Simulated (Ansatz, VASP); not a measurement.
**Rh in VASP and in Ansatz**

```
CELL_PARAMETERS angstrom
2.69235 0.00000 0.00000
-1.34617 2.33164 0.00000
0.00000 0.00000 4.39661
ATOMIC_POSITIONS crystal
Rh 0.33333 0.66667 0.25000
Rh 0.66667 0.33333 0.75000
```

This isn't the form of Rh at room conditions, which is fcc.

Alike in both runs: task single point; functional PBEsol; k mesh 9 × 9 × 4; occupations gaussian, width 0.1 eV; no spin polarisation.

```csv
,VASP,Ansatz
version,VASP 6.6.1,Ansatz 0.2.0
potentials or method,"VASP PAW PBE potentials, release 64 (Rh_pv)","scalar-relativistic, plane waves, PAW"
plane-wave cutoff (eV),520,420
valence electrons in the cell,30,34
```

Ansatz gave:

| Property | Result |
| --- | --- |
| gap on the k mesh at the Fermi level (eV) | none |
| pressure (GPa) | -5.6 |
| largest component of the traceless stress (GPa) | 2.39 |

Problem. What did VASP give for the same quantities?

Solution. gap on the k mesh at the Fermi level (eV): none; pressure (GPa): -5.7; largest component of the traceless stress (GPa): 2.38.

A gap of «none» marks a metal or a gap that the smearing closes. The two sets of potentials don't hold the same shells in valence.

Caveats: the PAW data sets were made with another functional, which shifts forces and pressure a little (VASP).
